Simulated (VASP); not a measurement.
Input of a VASP 6.6.1 run:

INCAR

```
PREC     = Accurate       # precision mode
ENCUT    = 520            # plane-wave cutoff, eV
EDIFF    = 1E-6           # SCF threshold, eV
ISMEAR   = -1             # smearing method
SIGMA    = 0.1            # smearing width, eV
LREAL    = F              # projectors in reciprocal space
LASPH    = T              # aspherical terms in the spheres
NELM     = 80             # most SCF steps
ALGO     = Fast           # electronic algorithm
ISIF     = 2              # what is computed and relaxed
LWAVE    = F              # write WAVECAR
LCHARG   = F              # write CHGCAR
GGA      = CA             # functional
NBANDS   = 9              # bands
```

Contents of KPOINTS:

```
Automatic mesh
0
Gamma
  13 13 13
```

The input POSCAR:

```
Be
1.0
    0.0000000000      2.3121414435      2.3121414435
    2.3121414435      0.0000000000      2.3121414435
    2.3121414435      2.3121414435      0.0000000000
Be
2
Direct
    0.1250000000      0.1250000000      0.1250000000
    0.8750000000      0.8750000000      0.8750000000
```

Potentials or basis: VASP PAW LDA potentials, release 64 (Be).

Command:

```console
$ cat potpaw_LDA.64/Be/POTCAR > POTCAR
$ mpirun -np 1 vasp_std > vasp.out
```

**Question.** What does it give for the pressure?

**Answer.** 7.7 GPa.

**Question.** What does it give for the band gap on the k mesh?

**Answer.** None (metal or under the smearing width).
